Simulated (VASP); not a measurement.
# TaN (P-6m2) in VASP: settings compared

One crystal, TaN, is run at these levels: PBE0(alpha), PBE; tasks: single point, relaxation of cell and atoms.

Everything below comes from runs of VASP 6.6.1. Logs are shortened: lines on timing, memory, paths and dates and some standing lists are left out, and cuts for length are marked.

## Step 1: The crystal as given

The structure is hexagonal, space group P-6m2 (No. 187). Conventional cell: a = 2.938 Å, b = 2.938 Å, c = 2.883 Å, α = 90.00°, β = 90.00°, γ = 120.00°. Ta (site symmetry -6m2) has 6 N at 2.23 Å as nearest neighbours. N (site symmetry -6m2) has 6 Ta at 2.23 Å as nearest neighbours.

## Step 2: Single point, PBE0(alpha)

POSCAR reads:

```
TaN
1.0
    2.9380011100      0.0000000000      0.0000000000
   -1.4690005500      2.5443836000      0.0000000000
    0.0000000000      0.0000000000      2.8830022100
Ta N
1 1
Direct
    0.3333333333      0.6666666667      0.5000000000
    0.0000000000      0.0000000000      0.0000000000
```

INCAR.step1 reads:

```
PREC     = Accurate       # precision mode
ENCUT    = 520            # plane-wave cutoff, eV
EDIFF    = 1E-5           # SCF threshold, eV
ISMEAR   = -1             # smearing method
SIGMA    = 0.05           # smearing width, eV
LREAL    = False          # projectors in reciprocal space
LASPH    = True           # aspherical terms in the spheres
NELM     = 80             # most SCF steps
ALGO     = Normal         # electronic algorithm
ISIF     = 2              # what is computed and relaxed
LWAVE    = True           # write WAVECAR
LCHARG   = False          # write CHGCAR
NBANDS   = 15             # bands
GGA      = PE             # functional
```

INCAR.step2 reads:

```
PREC     = Accurate       # precision mode
ENCUT    = 520            # plane-wave cutoff, eV
EDIFF    = 1E-6           # SCF threshold, eV
ISMEAR   = -1             # smearing method
SIGMA    = 0.05           # smearing width, eV
LREAL    = False          # projectors in reciprocal space
LASPH    = True           # aspherical terms in the spheres
NELM     = 80             # most SCF steps
ALGO     = Normal         # electronic algorithm
ISIF     = 2              # what is computed and relaxed
LWAVE    = False          # write WAVECAR
LCHARG   = False          # write CHGCAR
GGA      = PE             # functional
LHFCALC  = True           # exact exchange
AEXX     = 0.4            # exact-exchange fraction
PRECFOCK = Fast         
HFRCUT   = -1           
NBANDS   = 15             # bands
ISTART   = 1
```

KPOINTS reads:

```
Automatic mesh
0
Gamma
  5 5 5
```

Potentials or basis: VASP PAW PBE potentials, release 64 (Ta_pv, N).

Launch:

```bash
$ cat potpaw_PBE.64/Ta_pv/POTCAR potpaw_PBE.64/N/POTCAR > POTCAR
$ cp INCAR.step1 INCAR
$ mpirun -np 1 vasp_std > vasp.out
$ cp INCAR.step2 INCAR
$ mpirun -np 1 vasp_std > vasp.out
```

OUTCAR:

```text
PREC = Accurate
   ENCUT = 520
   EDIFF = 1E-6
   ISMEAR = -1
   LREAL = False
   LASPH = True
   NELM = 80
   ISIF = 2
   GGA = PE
   LHFCALC = True
   AEXX = 0.4
   PRECFOCK = Fast
   ISTART = 1

 ion  position               nearest neighbor table
   1  0.333  0.667  0.500-   2 2.23   2 2.23   2 2.23   2 2.23   2 2.23   2 2.23
   2  0.000  0.000  0.000-   1 2.23   1 2.23   1 2.23   1 2.23   1 2.23   1 2.23

  LATTYP: Found a hexagonal cell.
 ALAT       =     2.9380011100
 C/A-ratio  =     0.9812801636

  Lattice vectors:

 A1 = (   2.9380011100,   0.0000000000,   0.0000000000)
 A2 = (  -1.4690005500,   2.5443836000,   0.0000000000)
 A3 = (   0.0000000000,   0.0000000000,   2.8830022100)

Analysis of symmetry for initial positions (statically):
=====================================================================
 Subroutine PRICEL returns:
 Original cell was already a primitive cell.

 Routine SETGRP: Setting up the symmetry group for a
 hexagonal supercell.

 Subroutine GETGRP returns: Found 12 space group operations
 (whereof 12 operations were pure point group operations)
 out of a pool of 24 trial point group operations.

The static configuration has the point symmetry D_3h.

Analysis of symmetry for dynamics (positions and initial velocities):
=====================================================================
 Subroutine PRICEL returns:
 Original cell was already a primitive cell.

 Routine SETGRP: Setting up the symmetry group for a
 hexagonal supercell.

 Subroutine GETGRP returns: Found 12 space group operations
 (whereof 12 operations were pure point group operations)
 out of a pool of 24 trial point group operations.

The dynamic configuration has the point symmetry D_3h.

 Subroutine INISYM returns: Found 12 space group operations
 (whereof 12 operations are pure point group operations),
 and found     1 'primitive' translations

----------------------------------------------------------------------------------------

                                     Primitive cell

  volume of cell :      21.5516

  direct lattice vectors                    reciprocal lattice vectors
     2.938001110  0.000000000  0.000000000     0.340367468  0.196511249  0.000000000
    -1.469000550  2.544383600  0.000000000     0.000000000  0.393022499  0.000000000
     0.000000000  0.000000000  2.883002210     0.000000000  0.000000000  0.346860643

  length of vectors
     2.938001110  2.938001110  2.883002210     0.393022499  0.393022499  0.346860643

  position of ions in fractional coordinates (direct lattice)
     0.333333333  0.666666667  0.500000000
     0.000000000  0.000000000  0.000000000

  ion indices of the primitive-cell ions
   primitive index   ion index
                 1           1
                 2           2

----------------------------------------------------------------------------------------

 KPOINTS: Automatic mesh

Automatic generation of k-mesh.
 Grid dimensions read from file:
 generate k-points for:    5    5    5

 Generating k-lattice:

  Cartesian coordinates                     Fractional coordinates (reciprocal lattice)
     0.068073494  0.039302250  0.000000000     0.200000000  0.000000000  0.000000000
     0.000000000  0.078604500  0.000000000     0.000000000  0.200000000  0.000000000
     0.000000000  0.000000000  0.069372129     0.000000000  0.000000000  0.200000000

  Length of vectors
     0.078604500  0.078604500  0.069372129

  Shift w.r.t. Gamma in fractional coordinates (k-lattice)
     0.000000000  0.000000000  0.000000000

 Subroutine IBZKPT returns following result:
 ===========================================

 Found     15 irreducible k-points:

 Following reciprocal coordinates:
            Coordinates               Weight
  0.000000  0.000000  0.000000      1.000000
  0.200000 -0.000000  0.000000      6.000000
  0.400000 -0.000000  0.000000      6.000000
  0.200000  0.200000  0.000000      6.000000
  0.400000  0.200000  0.000000      6.000000
  0.000000  0.000000  0.200000      2.000000
  0.200000 -0.000000  0.200000     12.000000
  0.400000 -0.000000  0.200000     12.000000
  0.200000  0.200000  0.200000     12.000000
  0.400000  0.200000  0.200000     12.000000
  0.000000  0.000000  0.400000      2.000000
  0.200000 -0.000000  0.400000     12.000000
  0.400000 -0.000000  0.400000     12.000000
  0.200000  0.200000  0.400000     12.000000
  0.400000  0.200000  0.400000     12.000000
   k-points           NKPTS =     15   k-points in BZ     NKDIM =    125   number of bands    NBANDS=     15
   number of dos      NEDOS =    301   number of ions     NIONS =      2
   total plane-waves  NPLWV =  13824
   dimension x,y,z NGX =    24 NGY =   24 NGZ =   24
   dimension x,y,z NGXF=    48 NGYF=   48 NGZF=   48
   ions per type =               1   1
   NGX,Y,Z   is equivalent  to a cutoff of  13.58, 13.58, 13.84 a.u.
   NGXF,Y,Z  is equivalent  to a cutoff of  27.16, 27.16, 27.68 a.u.
 SYSTEM =  unknown system
   PREC   = accura    normal or accurate (medium, high low for compatibility)
   ISTART =      1    job   : 0-new  1-cont  2-samecut
   ICHARG =      0    charge: 1-file 2-atom 10-const
   ISPIN  =      1    spin polarized calculation?
   LNONCOLLINEAR =      F non collinear calculations
   LSORBIT =      F    spin-orbit coupling
   LASPH  =      T    aspherical Exc in radial PAW
   ENCUT  =  520.0 eV  38.22 Ry    6.18 a.u.   5.46  5.46  5.36*2*pi/ulx,y,z
   NELM   =     80;   NELMIN=  2; NELMDL=  0     # of ELM steps
   EDIFF  = 0.1E-05   stopping-criterion for ELM
   LREAL  =      F    real-space projection
   EDIFFG = 0.1E-04   stopping-criterion for IOM
   NSW    =      0    number of steps for IOM
   IBRION =     -1    ionic relax: 0-MD 1-quasi-New 2-CG
   NFREE  =      0    steps in history (QN), initial steepest desc. (CG)
   ISIF   =      2    stress and relaxation
   ISYM   =      3    0-nonsym 1-usesym 2-fastsym
   POTIM  = 0.5000    time-step for ionic-motion
   TEBEG  =    0.0;   TEEND  =   0.0 temperature during run
   PSTRESS=    0.0 pullay stress
   NELECT =      16.0000    total number of electrons
   NUPDOWN=      -1.0000    fix difference up-down
   EMIN   =  10.00;   EMAX   =-10.00  energy-range for DOS
   EFERMI =   0.00;   METHOD = LEGACY
   ISMEAR =    -1;   SIGMA  =   0.05  broadening in eV -4-tet -1-fermi 0-gaus
   EFERMI_NEDOS =   21; number of points for ismear=-14 and -15
   IALGO  =     38    algorithm
   IMIX   =      1    mixing-type and parameters
     AMIX     =   0.40;   BMIX     =  1.00
     AMIX_MAG =   1.60;   BMIX_MAG =  1.00
  volume/ion in A,a.u.               =      10.78        72.72
  Fermi-wavevector in a.u.,A,eV,Ry     =   1.482364  2.801263 29.897501  2.197404
  Thomas-Fermi vector in A             =   2.596160
   LORBIT       =      0    0 simple, 1 ext, 2 COOP (PROOUT), +10 PAW based schemes
   GGA     = PE    functional components
   LHFCALC =     T    Hartree Fock is set to
   PRECFOCK=fast      Normal, Fast or Accurate (Low or Medium for compatibility)
   ENCUT4O =  -1.0   cutoff for four orbital integrals eV
   NKREDX  =     1    reduce k-point grid by
   NKREDY  =     1    reduce k-point grid by
   NKREDZ  =     1    reduce k-point grid by
   AEXX    =    0.4000 exact exchange contribution
   HFSCREEN=    0.0000 screening length (either q_TF or 0.3 A-1)
   HFSCREENC=   0.0000 screening length for correlation (either q_TF or 0.3 A-1)
   ENCUTFOCK=  -1.0 apply spherical cutoff to Coloumb kernel
   IVDW    =     0    specifies the selected vdW correction
   LEPSILON=     F    determine dielectric tensor
   LRPA    =     F    only Hartree local field effects (RPA)
 non-spin polarized calculation
  energy-cutoff  :      520.00
  volume of cell :       21.55
 maximum number of plane-waves:       599
 NGX is ok and might be reduce to    24
  NGX = 14; NGY = 14; NGZ = 14

 number of electron      16.0000001 magnetization

 Free energy of the ion-electron system (eV)
  ---------------------------------------------------
  ext. energy  EPLUGINS =         0.00000000
  ---------------------------------------------------
  free energy    TOTEN  =       -31.57980659 eV

  energy without entropy =      -31.57980625  energy(sigma->0) =      -31.57980642

 E-fermi :   8.5085     XC(G=0):  -8.7548

 val. band max:        7.9231792776   @ k =   0.0000   0.0000   0.4000
 cond. band min:       9.0937837916   @ k =   0.0000   0.0000   0.4000
 fundamental gap:      1.1706045140
 Fermi energy:         8.5084826256

 k-point     1 :       0.0000    0.0000    0.0000
  band No.  band energies     occupation
      1     -31.4506      2.00000
      2     -31.1787      2.00000
      3     -31.1659      2.00000
      4     -13.9565      2.00000
      5       1.6168      2.00000
      6       1.6369      2.00000
      7       2.1601      2.00000
      8       3.4300      2.00000
      9      11.8048      0.00000
     10      13.3922      0.00000
     11      13.4275      0.00000
     12      14.0369      0.00000
     13      14.0372      0.00000
     14      23.3292      0.00000
     15      25.1946      0.00000

 k-point     2 :       0.2000   -0.0000    0.0000
  band No.  band energies     occupation
      1     -31.6358      2.00000
      2     -31.3886      2.00000
      3     -31.2741      2.00000
      4     -13.0933      2.00000
      5      -0.3886      2.00000
      6       2.2119      2.00000
      7       2.4328      2.00000
      8       3.1590      2.00000
      9      11.8427      0.00000
     10      13.5988      0.00000
     11      13.6006      0.00000
     12      14.4832      0.00000
     13      14.8969      0.00000
     14      23.3452      0.00000
     15      25.1965      0.00000
[... 203 lines left out ...]
      3     -31.4087      2.00000
      4     -11.5197      2.00000
      5      -1.4105      2.00000
      6      -0.7475      2.00000
      7       1.6252      2.00000
      8       5.2635      2.00000
      9      12.8369      0.00000
     10      13.7993      0.00000
     11      14.6658      0.00000
     12      16.8734      0.00000
     13      20.5887      0.00000
     14      23.5132      0.00000
     15      24.5462      0.00000

 k-point    15 :       0.4000    0.2000    0.4000
  band No.  band energies     occupation
      1     -32.1214      2.00000
      2     -32.1016      2.00000
      3     -31.6074      2.00000
      4     -11.5916      2.00000
      5      -2.0499      2.00000
      6      -0.8676      2.00000
      7       1.5881      2.00000
      8       6.2429      2.00000
      9      14.2289      0.00000
     10      14.6283      0.00000
     11      16.1358      0.00000
     12      17.5092      0.00000
     13      20.0521      0.00000
     14      22.1605      0.00000
     15      23.6978      0.00000

------------------------ aborting loop because EDIFF is reached ----------------------------------------

  FORCE on cell =-STRESS in cart. coord.  units (eV):
  Direction    XX          YY          ZZ          XY          YZ          ZX
  --------------------------------------------------------------------------------------
  -------------------------------------------------------------------------------------
  Total       -1.2423445     -1.2423445     -1.3896508     -0.0000000     -0.0000000      0.0000000
  in kB      -92.3577003    -92.3577005   -103.3086646     -0.0000002     -0.0000000      0.0000000
  external PRESSURE =     -96.0080218 kB  Pullay stress =       0.0000000 kB

 VOLUME and BASIS-vectors are now :
 -----------------------------------------------------------------------------
  energy-cutoff  :      520.00
  volume of cell :       21.55
      direct lattice vectors                 reciprocal lattice vectors
     2.938001110  0.000000000  0.000000000     0.340367468  0.196511249  0.000000000
    -1.469000550  2.544383600  0.000000000     0.000000000  0.393022499  0.000000000
     0.000000000  0.000000000  2.883002210     0.000000000  0.000000000  0.346860643

 POSITION                                       TOTAL-FORCE (eV/Angst)
 -----------------------------------------------------------------------------------
      0.00000      1.69626      1.44150        -0.000000     -0.000000      0.000000
      0.00000      0.00000      0.00000         0.000000      0.000000      0.000000
 -----------------------------------------------------------------------------------
    total drift:                               -0.000029      0.000185      0.000001

  FREE ENERGIE OF THE ION-ELECTRON SYSTEM (eV)
  ---------------------------------------------------
  free  energy   TOTEN  =       -31.5798065871 eV

  energy  without entropy=      -31.5798062519  energy(sigma->0) =      -31.57980642
```

Run time: 23 min. Hardware: 1 thread of Intel Xeon Platinum 8488C (Sapphire Rapids), shared host; peak memory 0.15 GiB.

What came out:

- Free energy: -31.5798 eV
- Pressure: -9.6 GPa
- Band gap on the k mesh: 1.17 eV, direct

Stress tensor (GPa, compression positive):
```
 -9.24   0.00   0.00
  0.00  -9.24   0.00
  0.00   0.00 -10.33
```

Levels at points of the mesh, in eV from the valence-band top:
```tsv
k point	band 4	band 5	band 6	band 7	band 8	band 9	band 10	band 11	band 12	band 13
(0.00, 0.00, 0.00)	-21.88	-6.31	-6.29	-5.76	-4.49	3.88	5.47	5.50	6.11	6.11
```

Caveat: the k mesh is coarse (spacing up to 0.49 Å⁻¹), so the values aren't converged, least of all with exact exchange; the PAW data sets were made with another functional, which shifts forces and pressure a little; spin-orbit coupling is left out, which moves the levels of the heavy elements; an odd mesh through Γ misses points on the zone boundary, where band edges often lie.

## Step 3: Relaxation of cell and atoms, PBE, target pressure 1 GPa, at which the enthalpy is minimised

INCAR reads:

```
SYSTEM = TaN
  ALGO = Normal
  EDIFF = 1E-6
  EDIFFG = -0.01
  ENCUT = 900
  GGA = PE
  IBRION = 2
  ISIF = 3
  ISMEAR = -5
  LASPH = .TRUE.
  LCHARG = .FALSE.
  LREAL = On
  LWAVE = .FALSE.
  NELM = 100
  NSW = 60
  PREC = Accurate
  PSTRESS = 10
  SIGMA = 0.2
```

KPOINTS reads:

```
k-points
0
G
  10 10 9
  0 0 0
```

POSCAR is that of step 2.

Potentials or basis: VASP PAW PBE potentials, release 64 (Ta_pv, N).

Launch:

```bash
$ cat potpaw_PBE.64/Ta_pv/POTCAR potpaw_PBE.64/N/POTCAR > POTCAR
$ mpirun -np 1 vasp_std > vasp.out
```

Run time: 4.7 min. Hardware: 1 thread of Intel Xeon 6975P-C (Granite Rapids), shared host; peak memory 0.21 GiB.

The run converged, but some of its settings lie outside the range that counts as converged (typed here: LREAL = On; ISMEAR = -5; SIGMA = 0.2; PSTRESS = 10), so its numbers aren't taken as properties of the crystal.

What came out:

* Free energy: 2.9518 eV
* Relaxed volume: 15.52 Å³/atom
* Relaxed cell: a = 3.261 Å, b = 3.261 Å, c = 3.371 Å, α = 90.00°, β = 90.00°, γ = 120.00°
* Space group after relaxing (to 0.05 Å): P-6m2 (No. 187)
* Energy change on relaxing (the enthalpy is what falls): -1377.5 meV/atom
* Ionic steps: 18
* Pressure after relaxing: 1.1 GPa
* Band gap on the k mesh: none (metal or under the smearing width)

Caveat: the cell is relaxed towards a set pressure, so the enthalpy falls and the energy may rise; the volume moved by over 15 % at a fixed basis, so the end points are rough; tetrahedron occupations give inexact forces and stress in metals.

[end of part 1 of 2]
